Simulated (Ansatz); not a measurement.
**Iridium (hcp) across density functionals**

All rows: Ansatz, plane waves with scalar-relativistic PAW, 420 eV (500 eV for the SCAN forms), relaxed under each functional, no dispersion correction, no zero-point motion. B₀ comes from uniform scaling at fixed shape; a dash is a value not given.

```tsv
functional	V (Å³/atom)	cell	B₀ (GPa)	magnetic state	ΔE to fcc (meV/atom)
PBE	14.57	a = 2.746 Å, c = 4.462 Å (c/a = 1.625)	344	non-magnetic	79
r²SCAN	14.27	a = 2.727 Å, c = 4.431 Å (c/a = 1.625)	373	non-magnetic	94
PBEsol	14.13	a = 2.719 Å, c = 4.413 Å (c/a = 1.623)	383	spin not included	83
revPBE	14.71	a = 2.757 Å, c = 4.470 Å (c/a = 1.622)	332	spin not included	78
RPBE	14.76	a = 2.760 Å, c = 4.475 Å (c/a = 1.622)	327	spin not included	77
BLYP	15.34	a = 2.796 Å, c = 4.530 Å (c/a = 1.620)	290	spin not included	67
```

Task: What does LDA give?

Result: V (Å³/atom): 13.92; cell: a = 2.705 Å, c = 4.391 Å (c/a = 1.623); B₀ (GPa): 401; magnetic state: spin not included; ΔE to fcc (meV/atom): 84.
